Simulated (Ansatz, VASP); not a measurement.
C in VASP and in Ansatz

```
CELL_PARAMETERS angstrom
2.47382 0.00000 0.00000
-1.23691 2.14239 0.00000
0.00000 0.00000 11.97545
ATOMIC_POSITIONS crystal
C 0.00000 0.00000 0.25000
C 0.00000 0.00000 0.75000
C 0.33333 0.66667 0.25000
C 0.66667 0.33333 0.75000
```

Alike in both runs: functional BLYP; k mesh 8 × 8 × 3; occupations fermi-dirac, width 0.05 eV; no spin polarisation.

Ansatz relaxed the structure, and its values are those at the end. VASP's run is a single point on that final structure, the one shown.

|  | VASP | Ansatz |
| --- | --- | --- |
| version | VASP 6.6.1 | Ansatz 0.2.0 |
| potentials or method | VASP PAW PBE potentials, release 64 (C) | plane waves (420 eV) with PAW, scalar-relativistic |
| plane-wave cutoff (eV) | 520 | 420 |
| valence electrons in the cell | 16 | 16 |

|  | VASP | Ansatz | Ansatz less VASP |
| --- | --- | --- | --- |
| pressure (GPa) | 0.2 | 0.0 | -0.19 |

Caveats: the PAW data sets were made with another functional, which shifts forces and pressure a little (VASP).
